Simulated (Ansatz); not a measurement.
# C (Fd-3m) in Ansatz: a series of runs

Runs on C. Level: BLYP+D3(BJ). Tasks: single point, equation of state.

Everything below comes from runs of Ansatz 0.2.0. Logs are shortened: lines on timing, memory, paths and dates and some standing lists are left out, and cuts for length are marked.

**Measured values to compare with.**

“Equation of state of cubic boron nitride at high pressures and temperatures”, 2007, arxiv:cond-mat/0702656 quotes, for a bulk crystal of C: bulk modulus 442 ± 5 GPa.

The runs below are set against these values where they give the same quantity.

### 1 The crystal as given

It takes space group Fd-3m (No. 227, cubic). The conventional cell has a = 3.567 Å, b = 3.567 Å, c = 3.567 Å, α = 90.00°, β = 90.00°, γ = 90.00°. C (site symmetry -43m) is surrounded by 4 C at 1.54 Å.

This isn't the form of C at room conditions, which is graphite.

### 2 Single point, BLYP+D3(BJ), 5.33 Å³/atom (volume scaled by 0.94)

input.yaml

```yaml
crystal:
  lattice:
    - [0.0, 1.7469644787, 1.7469644787]
    - [1.7469644787, 0.0, 1.7469644787]
    - [1.7469644787, 1.7469644787, 0.0]
  atoms:
    - { symbol: C, position: [0.75, 0.75, 0.75] }
    - { symbol: C, position: [0.5, 0.5, 0.5] }
hamiltonian:
  xc: blyp
  pseudopotentials: { kind: paw }
  dispersion: d3bj
kpoints:
  mp_grid: { grid: [13, 13, 13] }
scf:
  occupations: { method: fermi_dirac, width: 0.05 }
output:
  forces: true
  stress: true
  eigenvalues: true
  write_density: true
  write_potential: true
  elf: true
  volumetric_format: npy
```

Potentials or basis: Ansatz PAW.

On the command line:

```
> ansatz run input.yaml --threads 2 --pin off --max-ram 5120MiB --backend cpu --events-out ev --progress --plain --runs-dir out
```

Output:

```text
Warning: RAYON_NUM_THREADS=2 ignored (pool sized by the plan → 2); use --threads N
Engine: ansatz 0.2.0, x86_64-unknown-linux-gnu
Pseudopotentials: kind: paw
Pseudopotential: C, paw, valence charge 4, recommended cutoff 420 eV (normal), C.paw.azcp
Functional definition: BLYP
  parameter beta = 0.0042
  parameter a = 0.04918
  parameter b = 0.132
  parameter c = 0.2533
  parameter d = 0.349
  exchange = b88_x(beta = beta)
  correlation = lyp_c(a = a, b = b, c = c, d = d)
Crystal: 2 atoms, lattice volume = 10.663 Å³
Basis set: ecut = 420 eV, 181 PW (Γ), exchange–correlation on 36×36×36 points (8 copies of the dense FFT grid, shifted against one another)
Bands: 8, of which v1, the nominal top of the filled ones, is band 4 counted from 1 (3 counted from 0)
Symmetry: 48 space group operations
Space group: Fd-3m (ITA 227), of the structure as read, at distance tolerance 2.2e-5 Å
k-points: 84 of 2197
Non-local potential: C, projectors of the file, l = 0: 2, l = 1: 2, l = 2: 1
PAW form: soft (Blöchl's): semilocal exchange-correlation on the pseudo side does not see the compensation charge
PAW frozen core: C, regenerated for the run's functional, and the local potential with it (the file was generated under x = pbe(κ = 0.804, μ = 0.2195149727645171), c = pbe(β = 0.06672455060314922))
PAW one-centre angular grid: C, 110 points (default); XC on 64 Gauss nodes
Initial density: superposition of atomic densities (neutral atoms: chi_scale 0, normalization atom), corrected by the library's trained network
Initial wavefunctions: pseudopotential atomic-orbital guess
Functional: x = b88, c = lyp
SCF iter   1: F=—  HF=-503.665433 eV  |F-HF|=—  |Δ(HF+E_count)|=         —  Δρ=1.62e-2  dr2=1.85e-2  ethr=1.77e-3  ⟨swp⟩=4.6  Hψ=4357  notcnv=0
preconditioner: auto → none  [insulator: Δε(μ)=4.711 eV  Ē_g=20.556 eV  σ=0.050 eV  W_gap=1.00  n_scr=0 (ndim 8)  ℏωp=32.2 eV  f_vac=0.000  D(μ)=0.00/eV (n_scr^D=0)  ε∞_Penn≈3.4]
SCF iter   2: F=—  HF=-503.657805 eV  |F-HF|=—  |Δ(HF+E_count)|=   7.63e-3  Δρ=5.71e-3  dr2=2.25e-3  ethr=2.31e-4  ⟨swp⟩=2.0  Hψ=1675  notcnv=0
SCF iter   3: F=—  HF=-503.656796 eV  |F-HF|=—  |Δ(HF+E_count)|=   1.01e-3  Δρ=1.97e-4  dr2=9.12e-7  ethr=2.81e-5  ⟨swp⟩=2.3  Hψ=1322  notcnv=0
SCF iter   4: F=—  HF=-503.656798 eV  |F-HF|=—  |Δ(HF+E_count)|=   2.08e-6  Δρ=3.66e-5  dr2=1.93e-8  ethr=1.14e-8  ⟨swp⟩=2.1  Hψ=999  notcnv=0
iter 5 did not close the SCF: its close was put off for the readings that it lacked (scf_convergence_deferred on its scf_iter line)
SCF iter   5: F=-503.656798 eV  HF=-503.656798 eV  |F-HF|=3.84e-10  |Δ(HF+E_count)|=   9.24e-8  Δρ=2.20e-6  dr2=7.44e-11  ethr=2.42e-10  ⟨swp⟩=2.0  Hψ=1008  notcnv=0
SCF iter   6: F=-503.656798 eV  HF=-503.656798 eV  |F-HF|=5.68e-13  |Δ(HF+E_count)|=  4.17e-10  Δρ=5.69e-8  dr2=6.97e-14  ethr=1.00e-12  ⟨swp⟩=3.8  Hψ=2868  notcnv=0
SCF 1 converged in 6 iterations: F = -503.656798 eV  dr2 = 6.97e-14
SCF converged after 6 iterations
Free energy (F): -503.656798 eV
Harris-Foulkes:  -503.656798 eV  (|F-HF|=5.68e-13)
Internal energy: -503.656798 eV  (E = F + TS)
E sigma→0 (E₀):  -503.656798 eV
Fermi energy:    17.030433 eV
--- Per-component energies (eV) ---
  E_band       = 44.291421
  E_kinetic    = 190.561876
  E_local      = -121.934435  (includes V_loc(G=0)·N_el)
  E_nonlocal   = 56.000608
  E_hartree    = 27.032487
  E_xc         = -96.526706
  E_vxc        = -119.670847  (∫ρ·V_xc dr)
  E_paw        = -202.796973  (= ΣΔE_a)
  E_vpaw       = -14.730768  (= ΣTr[D̂ρ^β])
  E_aug_tail   = 0.000014  (compensation charges beyond the density's cutoff)
  E_ewald      = -355.212636
  E_disp       = -0.784342  (pairwise vdW)
  E_core_change = 0.003309  (= ΣΔE_core)
  E_smearing   = -0.000000  (= −TS)
  E_closure    = 0.000000  (closes the sum)
  Σ components = -503.656798   (vs F -503.656798, Δ=0.00e0)
--- Forces (eV/Å), atoms counted from 1 ---
  atom   1  C      0.00000000    -0.00000000     0.00000000
  atom   2  C      0.00000000    -0.00000000    -0.00000000
  max |Σ_I F_I| component: 9.25e-17 eV/Å
--- Stress (GPa, compression-positive) ---
       30.287060       0.000000      -0.000000
       -0.000000      30.287060      -0.000000
       -0.000000       0.000000      30.287060
  P = ⅓ Tr σ = 30.2871 GPa (302.871 kbar)
--- Band table (eV; the first three rows and the last of 84) ---
  k-point 0: bands = ["-7.2951", "14.7462", "14.7462", "14.7462", "20.6611", "20.6611", "20.6611", "29.5803"]
  k-point 1: bands = ["-7.1257", "13.6628", "14.4568", "14.4568", "21.0401", "21.0401", "21.3323", "29.6797"]
  k-point 2: bands = ["-6.6189", "11.3445", "13.8037", "13.8037", "21.9034", "21.9034", "22.4891", "29.9666"]
  k-point 83: bands = ["1.7455", "3.2357", "5.7679", "6.7768", "25.4789", "25.6326", "27.7381", "28.9823"]
```

Wall time 0.5 s (2 threads of Intel Xeon at 2.60GHz (Ice Lake), shared host); peak memory 0.31 GiB.

Results:

| Item | Value |
| --- | --- |
| Free energy | -503.6568 eV |
| Pressure | 30.3 GPa |
| Band gap on the k mesh | 4.62 eV, indirect (least direct gap 5.91 eV) |

Caveat: odd divisions of the mesh miss points on the zone boundary, where band edges often lie, so the gap on the mesh can be too wide; the pressure holds a Pulay correction of +1.2 GPa for the finite cutoff; the PAW data sets come from PBE, with cores solved anew for the run's functional, which leaves a small shift of forces and pressure.

### 3 Single point, BLYP+D3(BJ), 5.44 Å³/atom (volume scaled by 0.96)

input.yaml

```yaml
crystal:
  lattice:
    - [0.0, 1.7592674508, 1.7592674508]
    - [1.7592674508, 0.0, 1.7592674508]
    - [1.7592674508, 1.7592674508, 0.0]
  atoms:
    - { symbol: C, position: [0.75, 0.75, 0.75] }
    - { symbol: C, position: [0.5, 0.5, 0.5] }
hamiltonian:
  xc: blyp
  pseudopotentials: { kind: paw }
  dispersion: d3bj
kpoints:
  mp_grid: { grid: [13, 13, 13] }
scf:
  occupations: { method: fermi_dirac, width: 0.05 }
output:
  forces: true
  stress: true
  eigenvalues: true
```

Potentials or basis: Ansatz PAW.

On the command line:

```
> ansatz run input.yaml --threads 2 --pin off --max-ram 5120MiB --backend cpu --events-out ev --progress --plain --runs-dir out
```

It took 0.39 s on 2 threads of Intel Xeon at 2.60GHz (Ice Lake), shared host; peak memory 0.3 GiB.

It converged, with:

```yaml
Free_energy: -503.6920 eV
Pressure: 19.5 GPa
Band_gap_on_the_k_mesh: 4.57 eV, indirect (least direct gap 5.85 eV)
```

Caveat: odd divisions of the mesh miss points on the zone boundary, where band edges often lie, so the gap on the mesh can be too wide; the pressure holds a Pulay correction of +1.2 GPa for the finite cutoff; the PAW data sets come from PBE, with cores solved anew for the run's functional, which leaves a small shift of forces and pressure.

### 4 Single point, BLYP+D3(BJ), 5.56 Å³/atom (volume scaled by 0.98)

input.yaml, as its differences from that of step 3:

```diff
@@ -2,5 +2,5 @@
   lattice:
-    - [0.0, 1.7592674508, 1.7592674508]
-    - [1.7592674508, 0.0, 1.7592674508]
-    - [1.7592674508, 1.7592674508, 0.0]
+    - [0.0, 1.7714007132, 1.7714007132]
+    - [1.7714007132, 0.0, 1.7714007132]
+    - [1.7714007132, 1.7714007132, 0.0]
   atoms:
```

On the command line:

```
> ansatz run input.yaml --threads 2 --pin off --max-ram 5120MiB --backend cpu --events-out ev --progress --plain --runs-dir out
```

Run time: 0.41 s. Hardware: 2 threads of Intel Xeon at 2.60GHz (Ice Lake), shared host; peak memory 0.32 GiB.

Results (log left out):

```yaml
Free_energy: -503.7125 eV
Pressure: 9.7 GPa
Band_gap_on_the_k_mesh: 4.52 eV, indirect (least direct gap 5.79 eV)
```

Caveat: odd divisions of the mesh miss points on the zone boundary, where band edges often lie, so the gap on the mesh can be too wide; the pressure holds a Pulay correction of +1.2 GPa for the finite cutoff; the PAW data sets come from PBE, with cores solved anew for the run's functional, which leaves a small shift of forces and pressure.

### 5 Single point, BLYP+D3(BJ), 5.67 Å³/atom

input.yaml, as its differences from that of step 4:

```diff
@@ -2,5 +2,5 @@
   lattice:
-    - [0.0, 1.7714007132, 1.7714007132]
-    - [1.7714007132, 0.0, 1.7714007132]
-    - [1.7714007132, 1.7714007132, 0.0]
+    - [0.0, 1.78337, 1.78337]
+    - [1.78337, 0.0, 1.78337]
+    - [1.78337, 1.78337, 0.0]
   atoms:
@@ -20 +20,5 @@
   eigenvalues: true
+  write_density: true
+  write_potential: true
+  elf: true
+  volumetric_format: npy
```

On the command line:

```
> ansatz run input.yaml --threads 2 --pin off --max-ram 5120MiB --backend cpu --events-out ev --progress --plain --runs-dir out
```

Run time: 0.51 s. Hardware: 2 threads of Intel Xeon at 2.60GHz (Ice Lake), shared host; peak memory 0.32 GiB.

It converged, with:

- Free energy: -503.7198 eV
- Pressure: 0.7 GPa
- Band gap on the k mesh: 4.47 eV, indirect (least direct gap 5.73 eV)

Caveat: odd divisions of the mesh miss points on the zone boundary, where band edges often lie, so the gap on the mesh can be too wide; the pressure holds a Pulay correction of +1.2 GPa for the finite cutoff; the PAW data sets come from PBE, with cores solved anew for the run's functional, which leaves a small shift of forces and pressure.

### 6 Single point, BLYP+D3(BJ), 5.79 Å³/atom (volume scaled by 1.02)

input.yaml, as its differences from that of step 5:

```diff
@@ -2,5 +2,5 @@
   lattice:
-    - [0.0, 1.78337, 1.78337]
-    - [1.78337, 0.0, 1.78337]
-    - [1.78337, 1.78337, 0.0]
+    - [0.0, 1.7951807415, 1.7951807415]
+    - [1.7951807415, 0.0, 1.7951807415]
+    - [1.7951807415, 1.7951807415, 0.0]
   atoms:
@@ -20,5 +20 @@
   eigenvalues: true
-  write_density: true
-  write_potential: true
-  elf: true
-  volumetric_format: npy
```

Potentials or basis: Ansatz PAW.

On the command line:

```
> ansatz run input.yaml --threads 2 --pin off --max-ram 5120MiB --backend cpu --events-out ev --progress --plain --runs-dir out
```

Wall time 0.4 s (2 threads of Intel Xeon at 2.60GHz (Ice Lake), shared host); peak memory 0.31 GiB.

The run converged. Its results:

```yaml
Free_energy: -503.7150 eV
Pressure: -7.4 GPa
Band_gap_on_the_k_mesh: 4.42 eV, indirect (least direct gap 5.67 eV)
```

Caveat: odd divisions of the mesh miss points on the zone boundary, where band edges often lie, so the gap on the mesh can be too wide; the pressure holds a Pulay correction of +1.2 GPa for the finite cutoff; the PAW data sets come from PBE, with cores solved anew for the run's functional, which leaves a small shift of forces and pressure.

### 7 Single point, BLYP+D3(BJ), 5.90 Å³/atom (volume scaled by 1.04)

input.yaml, as its differences from that of step 6:

```diff
@@ -2,5 +2,5 @@
   lattice:
-    - [0.0, 1.7951807415, 1.7951807415]
-    - [1.7951807415, 0.0, 1.7951807415]
-    - [1.7951807415, 1.7951807415, 0.0]
+    - [0.0, 1.806838086, 1.806838086]
+    - [1.806838086, 0.0, 1.806838086]
+    - [1.806838086, 1.806838086, 0.0]
   atoms:
```

On the command line:

```
> ansatz run input.yaml --threads 2 --pin off --max-ram 5120MiB --backend cpu --events-out ev --progress --plain --runs-dir out
```

Wall time 0.4 s (2 threads of Intel Xeon at 2.60GHz (Ice Lake), shared host); peak memory 0.32 GiB.

It converged, with:

| Property | Result |
| --- | --- |
| Free energy | -503.6992 eV |
| Pressure | -14.8 GPa |
| Band gap on the k mesh | 4.37 eV, indirect (least direct gap 5.62 eV) |

Caveat: odd divisions of the mesh miss points on the zone boundary, where band edges often lie, so the gap on the mesh can be too wide; the pressure holds a Pulay correction of +1.2 GPa for the finite cutoff; the PAW data sets come from PBE, with cores solved anew for the run's functional, which leaves a small shift of forces and pressure.

### 8 Single point, BLYP+D3(BJ), 6.01 Å³/atom (volume scaled by 1.06)

input.yaml, as its differences from that of step 7:

```diff
@@ -2,5 +2,5 @@
   lattice:
-    - [0.0, 1.806838086, 1.806838086]
-    - [1.806838086, 0.0, 1.806838086]
-    - [1.806838086, 1.806838086, 0.0]
+    - [0.0, 1.8183469191, 1.8183469191]
+    - [1.8183469191, 0.0, 1.8183469191]
+    - [1.8183469191, 1.8183469191, 0.0]
   atoms:
```

On the command line:

```
> ansatz run input.yaml --threads 2 --pin off --max-ram 5120MiB --backend cpu --events-out ev --progress --plain --runs-dir out
```

Wall time 0.4 s (2 threads of Intel Xeon at 2.60GHz (Ice Lake), shared host); peak memory 0.29 GiB.

The run converged. Its results:

| Quantity | Value |
| --- | --- |
| Free energy | -503.6734 eV |
| Pressure | -21.5 GPa |
| Band gap on the k mesh | 4.33 eV, indirect (least direct gap 5.57 eV) |

Caveat: odd divisions of the mesh miss points on the zone boundary, where band edges often lie, so the gap on the mesh can be too wide; the pressure holds a Pulay correction of +1.2 GPa for the finite cutoff; the PAW data sets come from PBE, with cores solved anew for the run's functional, which leaves a small shift of forces and pressure.

### 9 Equation of state, BLYP+D3(BJ)

Potentials or basis: Ansatz PAW.

No new run: the results of the series are fitted here.

What came out:

- Equilibrium volume: 5.68 Å³/atom
- Bulk modulus: 424 GPa
- Pressure derivative of the bulk modulus: 3.7

Energy against volume, from the lowest point:
```tsv
volume (Å³/atom)	energy (meV/atom)
5.332	31.52
5.445	13.93
5.558	3.68
5.672	0.00
5.785	2.41
5.899	10.31
6.012	23.23
```

Caveat: the potentials were made for another functional, which shifts forces and pressure.

### 10 How close it comes

Step 9. A measured bulk modulus of C is 442 GPa (quoted in “Equation of state of cubic boron nitride at high pressures and temperatures”, 2007, arxiv:cond-mat/0702656); the calculated 424 GPa misses it by -4.1 %. 3 values of this kind are on record (442 to 444.8 GPa); this one was drawn at random among those near their median, those with a stated uncertainty first. The fit is for a static lattice scaled at fixed shape and fixed fractional positions. The cell as given is a measured one (5.67 Å³/atom); BLYP+D3(BJ) puts the equilibrium volume +0.2 % from it, thermal expansion not counted.
